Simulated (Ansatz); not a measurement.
Si: relaxation of cell and atoms

The calculation used DFT, PBE, PAW with Ansatz's default frozen-core files, scalar-relativistic (Ansatz 0.2.0).

Command: `ansatz run input.yaml --threads 1 --pin off --max-ram 2048MiB --backend cpu --events-out ev --progress --plain --runs-dir out` The run took about 12 s on 1 thread of a shared machine.

```yaml
crystal:
  lattice:
    - [2.5123336524, 0.0, 0.0]
    - [-1.2561668262, 2.1757447658, 0.0]
    - [0.0, 0.0, 4.0699805169]
  atoms:
    - { symbol: Si, position: [0.3333333333, 0.6666666667, 0.25] }
    - { symbol: Si, position: [0.6666666667, 0.3333333333, 0.75] }
kpoints:
  mp_grid: { grid: [15, 15, 8] }
scf:
  occupations: { method: fermi_dirac, width: 0.05 }
hamiltonian:
  xc: pbe
  pseudopotentials: { kind: paw }
output:
  forces: true
  stress: true
  write_density: true
  write_potential: true
  elf: true
  volumetric_format: npy
relax:
  f_tol: 0.005
  max_steps: 80
  cell: {}
```

The cell is built from the hcp type as a first guess.

The cutoff is 420 eV; energies and pressures of the walk include the program's estimate of the Pulay term.

Each frame lists the cell vectors (Å), then Cartesian positions (Å); symmetry keeps all forces zero. Free energies count from the first step, -1269.9643 eV.

The walk took 10 evaluations in all; steps that aren't listed are left out.

Step 1: E = 0.0 meV, P = 40.61 GPa

```
cell 2.5123 0.0000 0.0000 -1.2562 2.1757 0.0000 0.0000 0.0000 4.0700
Si    0.0000    1.4505    1.0175
Si    1.2562    0.7252    3.0525
```

Step 2:

```
cell 2.5923 0.0000 0.0000 -1.2962 2.2450 0.0000 0.0000 0.0000 4.2617
Si    0.0000    1.4967    1.0654
Si    1.2962    0.7483    3.1963
```

Step 3: E = -622.8 meV, P = 4.90 GPa

```
cell 2.6665 0.0000 0.0000 -1.3333 2.3093 0.0000 0.0000 0.0000 4.4182
Si    0.0000    1.5395    1.1046
Si    1.3333    0.7698    3.3137
```

Step 4: E = -645.9 meV, P = 0.89 GPa

```
cell 2.6886 0.0000 0.0000 -1.3443 2.3284 0.0000 0.0000 0.0000 4.5174
Si    0.0000    1.5522    1.1294
Si    1.3443    0.7761    3.3881
```

Step 5: E = -647.1 meV, P = 0.43 GPa

```
cell 2.6796 0.0000 0.0000 -1.3398 2.3206 0.0000 0.0000 0.0000 4.5773
Si    0.0000    1.5471    1.1443
Si    1.3398    0.7735    3.4330
```

Step 6: E = -647.6 meV, P = 0.08 GPa

```
cell 2.6877 0.0000 0.0000 -1.3438 2.3276 0.0000 0.0000 0.0000 4.5635
Si    0.0000    1.5517    1.1409
Si    1.3438    0.7759    3.4226
```

Step 7: E = -647.6 meV, P = 0.01 GPa

```
cell 2.6882 0.0000 0.0000 -1.3441 2.3280 0.0000 0.0000 0.0000 4.5660
Si    0.0000    1.5520    1.1415
Si    1.3441    0.7760    3.4245
```

Step 8: E = -652.8 meV, P = 0.20 GPa (the cell of the step before, solved again on a basis chosen afresh, hence the jump)

Question: Give the energy, pressure of step 2.

Answer: E = -458.5 meV, P = 17.68 GPa
```
Si    0.0000    1.4967    1.0654
Si    1.2962    0.7483    3.1963
```

Question: How does the relaxation end?

Answer: It converges, with a = 2.690 Å, b = 2.690 Å, c = 4.573 Å, α = 90.00°, β = 90.00°, γ = 120.00° (conventional cell, space group P6_3/mmc). The last solve (on a basis chosen afresh for the final cell, so its energy is not quite comparable) gives E = -652.8 meV, P = 0.01 GPa:
```
cell 2.6895 0.0000 0.0000 -1.3448 2.3292 0.0000 0.0000 0.0000 4.5726
Si    0.0000    1.5528    1.1431
Si    1.3448    0.7764    3.4294
```
